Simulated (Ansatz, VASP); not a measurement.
## I: VASP beside Ansatz

```
I
1.0
     3.61064   -2.37895    0.00000
     3.61064    2.37895    0.00000
     0.00000    0.00000    9.72771
I
4
Cartesian
  3.6106 -0.7104 3.7393
  3.6106 1.6686 1.1245
  3.6106 0.7104 5.9884
  3.6106 -1.6686 8.6032
```

Change from the starting cell: volume scaled by 0.98.

Alike in both runs: task single point; functional PBEsol; k mesh 7 × 7 × 3; occupations fermi-dirac, width 0.05 eV; no spin polarisation.

```csv
,VASP,Ansatz
version,VASP 6.6.1,Ansatz 0.2.0
potentials or method,"VASP PAW PBE potentials, release 64 (I)",Ansatz PAW
plane-wave cutoff (eV),520,420
valence electrons in the cell,28,68
```

```csv
,VASP,Ansatz,Ansatz less VASP
gap on the k mesh at the Fermi level (eV),1.33,1.32,-0.008
least direct gap on the mesh (eV),1.42,1.41,-0.006
pressure (GPa),0.6,0.6,-0.02
largest component of the traceless stress (GPa),1.08,1.06,-0.017
rms of the force components (eV/Å),0.549,0.547,-0.0018
```

Atom by atom the forces differ by 0.002 eV/Å (rms over components). With one functional, cell and mesh, what is left measures potentials, basis and numerics. The two sets of potentials don't hold the same shells in valence.

Caveats: spin-orbit coupling is left out, which moves the levels of the heavy elements; the PAW data sets were made with another functional, which shifts forces and pressure a little (VASP); an odd mesh through Γ misses points on the zone boundary, where band edges often lie (VASP); odd divisions of the mesh miss points on the zone boundary, where band edges often lie, so the gap on the mesh can be too wide (Ansatz); the PAW data sets come from PBE, with cores solved anew for the run's functional, which leaves a small shift of forces and pressure (Ansatz).
